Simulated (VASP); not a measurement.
A run of VASP 6.6.1 is set up as follows.

File INCAR:

```
PREC = Accurate
ENCUT = 520
EDIFF = 1E-6
ISMEAR = 0
SIGMA = 0.02
LREAL = False
LASPH = True
NELM = 100
ALGO = Normal
ISIF = 2
LWAVE = False
LCHARG = True
GGA = PS
LELF = True
LVHAR = True
NBANDS = 18
```

The input KPOINTS:

```
regular mesh
0
Gamma
  9 9 6
```

The input POSCAR:

```
LiF
1.0
    3.2125175573      0.0000000000      0.0000000000
   -1.6062587786      2.7821218147      0.0000000000
    0.0000000000      0.0000000000      4.9011635456
Li F
2 2
Direct
    0.3333333300      0.6666666700      0.3873947373
    0.6666666700      0.3333333300      0.8873947373
    0.3333333300      0.6666666700      0.9876032627
    0.6666666700      0.3333333300      0.4876032627
```

Potentials or basis: VASP PAW PBE potentials, release 64 (Li_sv, F).

Launch:

```bash
$ cat potpaw_PBE.64/Li_sv/POTCAR potpaw_PBE.64/F/POTCAR > POTCAR
$ mpirun -np 1 vasp_std > vasp.out
```

(1) Estimate the band gap on the k mesh.

(2) What does it give for the largest force?

## Answers

(1) 7.08 eV, direct.

(2) 0.069 eV/Å.

Caveat: the PAW data sets were made with another functional, which shifts forces and pressure a little; an odd mesh through Γ misses points on the zone boundary, where band edges often lie.
